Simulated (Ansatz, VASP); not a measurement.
**One calculation of MgO, two programs**

Contents of INCAR:

```
SYSTEM = MgO
PREC     = Accurate       ! precision mode
ENCUT    = 520            ! plane-wave cutoff, eV
EDIFF    = 1E-6           ! SCF threshold, eV
ISMEAR   = 0              ! smearing method
SIGMA    = 0.05           ! smearing width, eV
LREAL    = .False.        ! projectors in reciprocal space
LASPH    = .True.         ! aspherical terms in the spheres
NELM     = 80             ! most SCF steps
ALGO     = Normal         ! electronic algorithm
ISIF     = 2              ! what is computed and relaxed
LWAVE    = .False.        ! write WAVECAR
LCHARG   = .False.        ! write CHGCAR
NBANDS   = 11             ! bands
```

File KPOINTS:

```
regular mesh
0
Gamma
  9 9 8
  0 0 0
```

The input POSCAR:

```
MgO
1.0
    3.0261615305      0.0000000000      0.0000000000
   -1.5130807653      2.6207327614      0.0000000000
    0.0000000000      0.0000000000      2.6394848000
Mg O
1 1
Direct
    0.0000000000      0.0000000000      0.0000000000
    0.3333333333      0.6666666667      0.5000000000
```

Input for Ansatz:

```yaml
crystal:
  lattice:
    - [3.0261615305, 0.0, 0.0]
    - [-1.5130807653, 2.6207327614, 0.0]
    - [0.0, 0.0, 2.6394848]
  atoms:
    - { symbol: Mg, position: [0.0, 0.0, 0.0] }
    - { symbol: O, position: [0.3333333333, 0.6666666667, 0.5] }
basis:
  ecutwfc: 420
kpoints:
  mp_grid: { grid: [9, 9, 8] }
hamiltonian:
  xc: lda
scf:
  occupations: { method: gaussian, width: 0.05 }
output:
  forces: true
  stress: true
  eigenvalues: true
```

Change from the starting cell: strain +0.030 along x and y, -0.015 along z, atoms carried along.

Alike in both runs: task single point; functional LDA; k mesh 9 × 9 × 8; occupations gaussian, width 0.05 eV; no spin polarisation.

```csv
,VASP,Ansatz
version,VASP 6.6.1,Ansatz 0.2.0
potentials or method,"VASP PAW LDA potentials, release 64 (Mg, O)","scalar-relativistic, plane waves, PAW"
plane-wave cutoff (eV),520,420
valence electrons in the cell,8,16
```

|  | VASP | Ansatz | Ansatz less VASP |
| --- | --- | --- | --- |
| gap on the k mesh at the Fermi level (eV) | 2.33 | 2.34 | +0.004 |
| least direct gap on the mesh (eV) | 2.65 | 2.65 | +0.003 |
| pressure (GPa) | -14.7 | -13.1 | +1.60 |
| largest component of the traceless stress (GPa) | 12.74 | 12.88 | +0.143 |

The two sets of potentials don't hold the same shells in valence.

Caveats: an odd mesh through Γ misses points on the zone boundary, where band edges often lie.
